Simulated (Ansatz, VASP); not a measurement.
BaTe in VASP and in Ansatz

INCAR

```
PREC = Accurate ; ENCUT = 520
EDIFF = 1E-6 ; ISMEAR = 0
SIGMA = 0.05 ; LREAL = False
LASPH = True ; NELM = 60
ALGO = Normal ; ISIF = 2
LWAVE = False ; LCHARG = False
GGA = PE ; NBANDS = 15
```

Contents of KPOINTS:

```
regular mesh
0
Gamma
  8 8 8
```

File POSCAR:

```
BaTe
1.0
    0.0000000000      3.9659531366      3.9659531366
    3.9659531366      0.0000000000      3.9659531366
    3.9659531366      3.9659531366      0.0000000000
Ba Te
1 1
Direct
    0.0000000000      0.0000000000      0.0000000000
    0.2500000000      0.2500000000      0.2500000000
```

Input for Ansatz:

```yaml
crystal:
  lattice:
    - [0.0, 3.9659531366, 3.9659531366]
    - [3.9659531366, 0.0, 3.9659531366]
    - [3.9659531366, 3.9659531366, 0.0]
  atoms:
    - { symbol: Ba, position: [0.0, 0.0, 0.0] }
    - { symbol: Te, position: [0.25, 0.25, 0.25] }
basis:
  ecutwfc: 420
  ecutrho_ratio: 4
kpoints:
  mp_grid: { grid: [8, 8, 8] }
hamiltonian:
  xc: pbe
scf:
  occupations: { method: gaussian, width: 0.05 }
output:
  forces: true
  stress: true
  eigenvalues: true
  write_density: true
  write_potential: true
  elf: true
  volumetric_format: npy
```

Alike in both runs: task single point; functional PBE; k mesh 8 × 8 × 8; occupations gaussian, width 0.05 eV; no spin polarisation.

```csv
,VASP,Ansatz
version,VASP 6.6.1,Ansatz 0.2.0
potentials or method,"VASP PAW PBE potentials, release 64 (Ba_sv, Te)","scalar-relativistic, plane waves, PAW"
plane-wave cutoff (eV),520,420
valence electrons in the cell,16,26
```

|  | VASP | Ansatz | Ansatz less VASP |
| --- | --- | --- | --- |
| gap on the k mesh at the Fermi level (eV) | 2.52 | 2.51 | -0.008 |
| least direct gap on the mesh (eV) | 2.91 | 2.90 | -0.011 |
| pressure (GPa) | -0.5 | -0.7 | -0.18 |

With one functional, cell and mesh, what is left measures potentials, basis and numerics. The two sets of potentials don't hold the same shells in valence.

Caveats: spin-orbit coupling is left out, which moves the levels of the heavy elements. A k mesh can miss the band edges. Expect the measured gap to be larger: semilocal functionals such as PBE lack the derivative discontinuity.
